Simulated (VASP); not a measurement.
The system is Au.

```
CELL_PARAMETERS angstrom
2.74841 0.00000 0.00000
0.00000 2.74841 0.00000
0.00000 0.00000 2.74841
ATOMIC_POSITIONS crystal
Au 0.50000 0.50000 0.50000
```

The cell was built by a generator and needn't be a form met in nature.

Base run:

| Item | Value |
| --- | --- |
| Program | VASP 6.6.1 |
| Functional | PW91 |
| Potentials or basis | VASP PAW PBE potentials, release 64 (Au) |
| Cutoff | 520 eV |
| k mesh | 10 × 10 × 10 |
| Occupations | fermi-dirac, width 0.05 eV |
| Spin | no spin polarisation |

Its results: pressure 0.6 GPa.

Task: After a change of settings the same cell gave: pressure -6.5 GPa. Which change was it?
A. functional from PW91 to revPBE
B. functional from PW91 to TPSS; further incar settings from ALGO = Fast; EDIFF = 1e-06 to ALGO = Normal; EDIFF = 1e-06
C. functional from PW91 to LDA; potentials or basis from VASP PAW PBE potentials, release 64 (Au) to VASP PAW LDA potentials, release 64 (Au)
D. functional from PW91 to PBEsol

Result: D.

PBEsol binds more tightly than PW91, so the same cell stands under less pressure.

Caveats: the PAW data sets were made with another functional, which shifts forces and pressure a little.

Runs at the PBE level aren't shown here.
